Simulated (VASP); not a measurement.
# Pb (Pm-3m) in VASP: further runs, part 3 of 3

VASP 6.6.1. The steps go on from the part before.

## 4. Single point, BLYP

This run uses another cell than the first one, of 32.93 Å³/atom, 0.880 times its volume.

The input, INCAR:

```
SYSTEM = Pb
  PREC = Accurate
  ENCUT = 520
  EDIFF = 1E-6
  ISMEAR = -1
  SIGMA = 0.1
  LREAL = .False.
  LASPH = .True.
  NELM = 80
  ALGO = Normal
  ISIF = 2
  LWAVE = .False.
  LCHARG = .False.
  GGA = B5
  ALDAX = 1.0
  AGGAX = 1.0
  AGGAC = 1.0
  ALDAC = 0.0
  NBANDS = 13
```

The input, KPOINTS:

```
regular mesh
0
Gamma
  15 15 15
  0 0 0
```

The input, POSCAR:

```
Pb
1.0
    3.2052249237      0.0000000000      0.0000000000
    0.0000000000      3.2052249237      0.0000000000
    0.0000000000      0.0000000000      3.2052249237
Pb
1
Direct
    0.0000000000      0.0000000000      0.0000000000
```

Potentials or basis: VASP PAW PBE potentials, release 64 (Pb_d).

The run is started by

```sh
$ cat potpaw_PBE.64/Pb_d/POTCAR > POTCAR
$ mpirun -np 1 vasp_std > vasp.out
```

OUTCAR:

```text
SYSTEM = Pb
   PREC = Accurate
   ENCUT = 520
   EDIFF = 1E-6
   ISMEAR = -1
   LREAL = .False.
   LASPH = .True.
   NELM = 80
   ISIF = 2
   GGA = B5

 ion  position               nearest neighbor table
   1  0.000  0.000  0.000-

  LATTYP: Found a simple cubic cell.
 ALAT       =     3.2052249237

  Lattice vectors:

 A1 = (   3.2052249237,   0.0000000000,   0.0000000000)
 A2 = (   0.0000000000,   3.2052249237,   0.0000000000)
 A3 = (   0.0000000000,   0.0000000000,   3.2052249237)

Analysis of symmetry for initial positions (statically):
=====================================================================
 Subroutine PRICEL returns:
 Original cell was already a primitive cell.

 Routine SETGRP: Setting up the symmetry group for a
 simple cubic supercell.

 Subroutine GETGRP returns: Found 48 space group operations
 (whereof 48 operations were pure point group operations)
 out of a pool of 48 trial point group operations.

The static configuration has the point symmetry O_h .

Analysis of symmetry for dynamics (positions and initial velocities):
=====================================================================
 Subroutine PRICEL returns:
 Original cell was already a primitive cell.

 Routine SETGRP: Setting up the symmetry group for a
 simple cubic supercell.

 Subroutine GETGRP returns: Found 48 space group operations
 (whereof 48 operations were pure point group operations)
 out of a pool of 48 trial point group operations.

The dynamic configuration has the point symmetry O_h .

 Subroutine INISYM returns: Found 48 space group operations
 (whereof 48 operations are pure point group operations),
 and found     1 'primitive' translations

----------------------------------------------------------------------------------------

                                     Primitive cell

  volume of cell :      32.9288

  direct lattice vectors                    reciprocal lattice vectors
     3.205224924  0.000000000  0.000000000     0.311990585  0.000000000  0.000000000
     0.000000000  3.205224924  0.000000000     0.000000000  0.311990585  0.000000000
     0.000000000  0.000000000  3.205224924     0.000000000  0.000000000  0.311990585

  length of vectors
     3.205224924  3.205224924  3.205224924     0.311990585  0.311990585  0.311990585

  position of ions in fractional coordinates (direct lattice)
     0.000000000  0.000000000  0.000000000

  ion indices of the primitive-cell ions
   primitive index   ion index
                 1           1

----------------------------------------------------------------------------------------

 KPOINTS: regular mesh

Automatic generation of k-mesh.
 Grid dimensions read from file:
 generate k-points for:   15   15   15

 Generating k-lattice:

  Cartesian coordinates                     Fractional coordinates (reciprocal lattice)
     0.020799372  0.000000000  0.000000000     0.066666667  0.000000000  0.000000000
     0.000000000  0.020799372  0.000000000     0.000000000  0.066666667  0.000000000
     0.000000000  0.000000000  0.020799372     0.000000000  0.000000000  0.066666667

  Length of vectors
     0.020799372  0.020799372  0.020799372

  Shift w.r.t. Gamma in fractional coordinates (k-lattice)
     0.000000000  0.000000000  0.000000000

 Subroutine IBZKPT returns following result:
 ===========================================

 Found    120 irreducible k-points:

 Following reciprocal coordinates:
            Coordinates               Weight
  0.000000  0.000000  0.000000      1.000000
  0.066667  0.000000  0.000000      6.000000
  0.133333  0.000000  0.000000      6.000000
  0.200000  0.000000  0.000000      6.000000
  0.266667  0.000000  0.000000      6.000000
  0.333333  0.000000  0.000000      6.000000
[... 16 lines left out ...]
  0.266667  0.200000  0.000000     24.000000
  0.333333  0.200000  0.000000     24.000000
 [... further k-points ...]
   k-points           NKPTS =    120   k-points in BZ     NKDIM =    120   number of bands    NBANDS=     13
   number of dos      NEDOS =    301   number of ions     NIONS =      1
   total plane-waves  NPLWV =  13824
   dimension x,y,z NGX =    24 NGY =   24 NGZ =   24
   dimension x,y,z NGXF=    48 NGYF=   48 NGZF=   48
   ions per type =               1
   NGX,Y,Z   is equivalent  to a cutoff of  12.45, 12.45, 12.45 a.u.
   NGXF,Y,Z  is equivalent  to a cutoff of  24.90, 24.90, 24.90 a.u.
 SYSTEM =  Pb
   PREC   = accura    normal or accurate (medium, high low for compatibility)
   ISTART =      0    job   : 0-new  1-cont  2-samecut
   ICHARG =      2    charge: 1-file 2-atom 10-const
   ISPIN  =      1    spin polarized calculation?
   LNONCOLLINEAR =      F non collinear calculations
   LSORBIT =      F    spin-orbit coupling
   LASPH  =      T    aspherical Exc in radial PAW
   ENCUT  =  520.0 eV  38.22 Ry    6.18 a.u.   5.96  5.96  5.96*2*pi/ulx,y,z
   NELM   =     80;   NELMIN=  2; NELMDL= -5     # of ELM steps
   EDIFF  = 0.1E-05   stopping-criterion for ELM
   LREAL  =      F    real-space projection
   EDIFFG = 0.1E-04   stopping-criterion for IOM
   NSW    =      0    number of steps for IOM
   IBRION =     -1    ionic relax: 0-MD 1-quasi-New 2-CG
   NFREE  =      0    steps in history (QN), initial steepest desc. (CG)
   ISIF   =      2    stress and relaxation
   ISYM   =      2    0-nonsym 1-usesym 2-fastsym
   POTIM  = 0.5000    time-step for ionic-motion
   TEBEG  =    0.0;   TEEND  =   0.0 temperature during run
   PSTRESS=    0.0 pullay stress
   NELECT =      14.0000    total number of electrons
   NUPDOWN=      -1.0000    fix difference up-down
   EMIN   =  10.00;   EMAX   =-10.00  energy-range for DOS
   EFERMI =   0.00;   METHOD = LEGACY
   ISMEAR =    -1;   SIGMA  =   0.10  broadening in eV -4-tet -1-fermi 0-gaus
   EFERMI_NEDOS =   21; number of points for ismear=-14 and -15
   IALGO  =     38    algorithm
   IMIX   =      4    mixing-type and parameters
     AMIX     =   0.40;   BMIX     =  1.00
     AMIX_MAG =   1.60;   BMIX_MAG =  1.00
  volume/ion in A,a.u.               =      32.93       222.21
  Fermi-wavevector in a.u.,A,eV,Ry     =   1.231003  2.326258 20.617828  1.515368
  Thomas-Fermi vector in A             =   2.365829
   LORBIT       =      0    0 simple, 1 ext, 2 COOP (PROOUT), +10 PAW based schemes
   GGA     = B5    functional components
   LHFCALC =     F    Hartree Fock is set to
   AEXX    =    0.0000 exact exchange contribution
   IVDW    =     0    specifies the selected vdW correction
   LEPSILON=     F    determine dielectric tensor
   LRPA    =     F    only Hartree local field effects (RPA)
 non-spin polarized calculation
  energy-cutoff  :      520.00
  volume of cell :       32.93
 maximum number of plane-waves:       912
 NGX is ok and might be reduce to    24
   NGX = 11   NGY = 11   NGZ = 11

 number of electron      14.0000009 magnetization

 Free energy of the ion-electron system (eV)
  ---------------------------------------------------
  ext. energy  EPLUGINS =         0.00000000
  ---------------------------------------------------
  free energy    TOTEN  =        -2.71402593 eV

  energy without entropy =       -2.69033747  energy(sigma->0) =       -2.70218170

 E-fermi :   6.6474     XC(G=0):  -9.0793

 val. band max:        6.6314110003   @ k =   0.2667   0.2000   0.0667
 cond. band min:       6.6553198062   @ k =   0.4667   0.4667   0.4000
 fundamental gap:      0.0239088059
 Fermi energy:         6.6473758386

 k-point     1 :       0.0000    0.0000    0.0000
  band No.  band energies     occupation
      1     -10.5896      2.00000
      2     -10.5896      2.00000
      3      -9.9625      2.00000
      4      -9.9625      2.00000
      5      -9.9625      2.00000
      6      -4.7466      2.00000
      7      11.5787      0.00000
      8      11.5787      0.00000
      9      11.5787      0.00000
     10      15.1268      0.00000
     11      16.2748      0.00000
     12      16.2748      0.00000
     13      24.7410      0.00000
[... 353 lines left out ...]
 k-point    24 :       0.3333    0.2000    0.0000
  band No.  band energies     occupation
      1     -10.4652      2.00000
      2     -10.1675      2.00000
      3     -10.1540      2.00000
      4     -10.0829      2.00000
      5     -10.0090      2.00000
      6      -2.6939      2.00000
      7       5.1566      2.00000
      8       9.0459      0.00000
      9      13.8052      0.00000
     10      15.8025      0.00000
     11      17.3221      0.00000
     12      20.8990      0.00000
     13      21.9684      0.00000

 [... further k-points ...]

------------------------ aborting loop because EDIFF is reached ----------------------------------------

  FORCE on cell =-STRESS in cart. coord.  units (eV):
  Direction    XX          YY          ZZ          XY          YZ          ZX
  --------------------------------------------------------------------------------------
  -------------------------------------------------------------------------------------
  Total        1.0405329      1.0405329      1.0405329     -0.0000000     -0.0000000      0.0000000
  in kB       50.6280100     50.6280100     50.6280100     -0.0000000     -0.0000000      0.0000000
  external PRESSURE =      50.6280100 kB  Pullay stress =       0.0000000 kB

 VOLUME and BASIS-vectors are now :
 -----------------------------------------------------------------------------
  energy-cutoff  :      520.00
  volume of cell :       32.93
      direct lattice vectors                 reciprocal lattice vectors
     3.205224924  0.000000000  0.000000000     0.311990585  0.000000000  0.000000000
     0.000000000  3.205224924  0.000000000     0.000000000  0.311990585  0.000000000
     0.000000000  0.000000000  3.205224924     0.000000000  0.000000000  0.311990585

 POSITION                                       TOTAL-FORCE (eV/Angst)
 -----------------------------------------------------------------------------------
      0.00000      0.00000      0.00000         0.000000      0.000000      0.000000
 -----------------------------------------------------------------------------------
    total drift:                               -0.000000      0.000000      0.000000

  FREE ENERGIE OF THE ION-ELECTRON SYSTEM (eV)
  ---------------------------------------------------
  free  energy   TOTEN  =        -2.7140259276 eV

  energy  without entropy=       -2.6903374725  energy(sigma->0) =       -2.70218170
```

OSZICAR:

```text
N       E                     dE             d eps       ncg     rms          rms(c)
DAV:   1     0.112324898340E+03    0.11232E+03   -0.71476E+03  3160   0.123E+03
DAV:   2     0.280782843704E+01   -0.10952E+03   -0.10635E+03  3315   0.310E+02
DAV:   3    -0.259713871349E+01   -0.54050E+01   -0.53851E+01  3840   0.759E+01
DAV:   4    -0.273212302518E+01   -0.13498E+00   -0.13495E+00  3832   0.129E+01
DAV:   5    -0.273829577355E+01   -0.61727E-02   -0.61726E-02  4361   0.253E+00    0.105E+00
DAV:   6    -0.271617200519E+01    0.22124E-01   -0.40144E-02  3925   0.378E+00    0.474E-01
DAV:   7    -0.271370666207E+01    0.24653E-02   -0.15094E-02  4169   0.216E+00    0.128E-01
DAV:   8    -0.271403848345E+01   -0.33182E-03   -0.12213E-03  3420   0.460E-01    0.151E-02
DAV:   9    -0.271402883670E+01    0.96468E-05   -0.39584E-05  4090   0.100E-01    0.934E-03
DAV:  10    -0.271402565012E+01    0.31866E-05   -0.78679E-06  3340   0.275E-02    0.122E-03
DAV:  11    -0.271402592757E+01   -0.27745E-06   -0.19764E-07  2490   0.610E-03
   1 F= -.27140259E+01 E0= -.27021817E+01  d E =-.236885E-01
```

stdout:

```text
POSCAR found type information on POSCAR Pb
 POSCAR found :  1 types and       1 ions
 scaLAPACK will be used
 -----------------------------------------------------------------------------
|                                                                             |
|                                                                             |
|     You enforced a specific xc type in the INCAR file but a different       |
|     I HOPE YOU KNOW WHAT YOU ARE DOING!                                     |
|                                                                             |
 -----------------------------------------------------------------------------

 LDA part: xc-table for (Slater(with rela. corr.)+VWN5), standard interpolation
 POSCAR, INCAR and KPOINTS ok, starting setup
 FFT: planning ... GRIDC
 FFT: planning ... GRID_SOFT
 FFT: planning ... GRID
 WAVECAR not read
 entering main loop
```

It took 14 s on 1 thread of Intel Xeon Platinum 8559C (Emerald Rapids), shared host; peak memory 0.17 GiB.

What came out:

| Property | Result |
| --- | --- |
| Free energy | -2.7140 eV |
| Pressure | 5.1 GPa |
| Band gap on the k mesh | none (metal or under the smearing width) |

Caveat: the PAW data sets were made with another functional, which shifts forces and pressure a little. The run has no spin-orbit coupling, so splittings on Pb are missing.

## 5. Overview

```tsv
cell	gap on the mesh (eV)	pressure (GPa)
Pm-3m, 37.42 Å³/atom	none	0.1
Pm-3m, 41.91 Å³/atom	none	-2.3
Pm-3m, 32.93 Å³/atom	none	5.1
```

Alike in all rows: task single point; level BLYP; potentials or basis VASP PAW PBE potentials, release 64 (Pb_d); no spin polarisation; k mesh 15 × 15 × 15; cutoff (eV) 520; smearing fermi-dirac 0.1 eV.

Every run on the cell as given and a fine mesh finds a metal.

Caveats: the PAW data sets were made with another functional, which shifts forces and pressure a little.

Total energies depend on the potentials used, so only differences within one code and one set of settings carry meaning.
